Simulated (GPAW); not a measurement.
Here is a GPAW 26.7.0 calculation.

run.py

```python
from ase.dft.bandgap import bandgap
from ase.io import read, write
from ase.units import Bohr, GPa
from gpaw import GPAW, PW
from gpaw.elf import elf_from_dft_calculation

atoms = read('POSCAR')

calc = GPAW(mode=PW(600),
            xc='PBE',
            kpts={'size': (12, 12, 12), 'gamma': True},
            occupations={'name': 'fermi-dirac', 'width': 0.05},
            nbands=16,
            convergence={'density': 1e-05, 'energy': 1e-05},
            maxiter=150,
            txt='gpaw.txt')
atoms.calc = calc
energy = atoms.get_potential_energy()
forces = atoms.get_forces()
stress = atoms.get_stress()
calc.write('gs.gpw')
write('result.traj', atoms)
print(f'Energy: {energy:.6f} eV')
print('Forces (eV/A):')
print(forces.round(4))
print('Stress (GPa):', (stress / GPa).round(3))
print('Fermi level:', round(calc.get_fermi_level(), 4), 'eV')
print(f'Gap: {bandgap(calc)[0]:.4f} eV, direct: {bandgap(calc, direct=True)[0]:.4f} eV')

# fields on the real-space grid
write('density.cube', atoms, data=calc.get_pseudo_density() * Bohr**3)
write('potential.cube', atoms, data=calc.get_electrostatic_potential())
write('elf.cube', atoms, data=elf_from_dft_calculation(calc).data)

path = atoms.cell.bandpath('GHNGPH,PN', npoints=60, eps=1e-4)
bs_calc = calc.fixed_density(kpts=path, symmetry='off', nbands=24,
                             convergence={'bands': 'CBM+6.0', 'eigenstates': 1e-6}, txt='bands.txt')
bs = bs_calc.band_structure()
bs.write('bs.json')
print(f'Gap on the path: {bandgap(bs_calc)[0]:.4f} eV')
```

The input POSCAR:

```
W
1.0
   -1.5823450000      1.5823450000      1.5823450000
    1.5823450000     -1.5823450000      1.5823450000
    1.5823450000      1.5823450000     -1.5823450000
W
1
Direct
    0.0000000000      0.0000000000      0.0000000000
```

Potentials or basis: GPAW PAW data sets (gpaw-data 1.2.1), pw.

The run is started by

```sh
$ OMP_NUM_THREADS=1 python run.py
```

(1) What does it give for the band gap along the path?

(2) What does it give for the pressure?

Answers

(1) none (metal or under the smearing width).

(2) 5.6 GPa.

Caveat: spin-orbit coupling is left out, which moves the levels of the heavy elements.
